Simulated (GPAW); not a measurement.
Consider KF (Carobbiite, Fm-3m).

```xyz
2
Lattice="0.0000 2.6719 2.6719 2.6719 0.0000 2.6719 2.6719 2.6719 0.0000" Properties=species:S:1:pos:R:3 pbc="T T T"
K     0.0000    0.0000    0.0000
F     2.6719    2.6719    2.6719
```

Absorber: atom 1, with 6 F at 2.67 Å (octahedral, site symmetry m-3m). Method: GPAW, PBE, full core hole (charged cell), 12-atom cell with 6.5 Å between holes, 3×3×3 k points, dipole transitions, Gaussian full width 0.9 eV up to 4 eV, rising linearly to 3.5 eV at 25 eV.

Question: What does the K K edge look like?

Main maxima up to 30 eV above the zero (height): 3.4 eV (2.46), 11.3 eV (2.58) and 24.4 eV (1.08). A K edge sees empty p states on the absorber. The total-energy difference plus the lowest empty eigenvalue puts the zero at 3623.93 eV. One term is added: -19.86 eV, since the hole is spin-paired here and a spin-polarised one costs that much less in the free atom (computed apart). The photon energy is then 3604.07 eV. The tabulated edge of the element is 3608.4 eV. The functional and the charged cell's background leave an error of a few eV in such absolute values.

The K K spectrum (energy from the lowest empty level; intensity scaled to a mean of 1 over the first 20 eV):

| E (eV) | intensity |
| --- | --- |
| -2.0 | 0.00 |
| -1.4 | 0.00 |
| -0.8 | 0.00 |
| -0.2 | 0.00 |
| 0.4 | 0.03 |
| 1.0 | 0.07 |
| 1.6 | 0.07 |
| 2.2 | 0.53 |
| 2.8 | 1.83 |
| 3.4 | 2.46 |
| 4.0 | 1.66 |
| 4.6 | 0.66 |
| 5.2 | 0.40 |
| 5.8 | 0.46 |
| 6.4 | 0.46 |
| 7.0 | 0.50 |
| 7.6 | 0.65 |
| 8.2 | 0.86 |
| 8.8 | 1.19 |
| 9.4 | 1.66 |
| 10.0 | 2.12 |
| 10.6 | 2.42 |
| 11.2 | 2.58 |
| 11.8 | 2.39 |
| 12.4 | 1.80 |
| 13.0 | 1.16 |
| 13.6 | 0.80 |
| 14.2 | 0.70 |
| 14.8 | 0.71 |
| 15.4 | 0.70 |
| 16.0 | 0.66 |
| 16.6 | 0.62 |
| 17.2 | 0.59 |
| 17.8 | 0.57 |
| 18.4 | 0.57 |
| 19.0 | 0.59 |
| 19.6 | 0.63 |
| 20.2 | 0.69 |
| 20.8 | 0.77 |
| 21.4 | 0.84 |
| 22.0 | 0.91 |
| 22.6 | 0.97 |
| 23.2 | 1.02 |
| 23.8 | 1.06 |
| 24.4 | 1.08 |
| 25.0 | 1.06 |
| 25.6 | 1.02 |
| 26.2 | 0.97 |
| 26.8 | 0.92 |
| 27.4 | 0.88 |
| 28.0 | 0.85 |
| 28.6 | 0.82 |
| 29.2 | 0.78 |
| 29.8 | 0.73 |
| 30.4 | 0.68 |

The mesh is coarse (0.39 Å⁻¹ between points), so small maxima may be mesh ripples. The structure is a published determination, not relaxed.

[Banner, clock and machine lines of the logs are left out without a mark of their own.]

[Logs are printed without paths, hosts, clocks, repeated set-up lines and the standing remarks that a program may print on its own settings, such as how far it seeks lower states.]

[Hosts, paths, dates, database ids (printed as entryN), source tags and the programs' standing remarks are cut or masked in the printed files.]

[Lists of maxima count a maximum above −3 eV only where it reaches 4 % of the highest in the window and stands out from its surroundings by 2 % of it (1.5 % where it reaches 55 %); shoulders and weaker maxima are passed over, and of the rest the first, up to two pre-edge ones and the few strongest are named.]
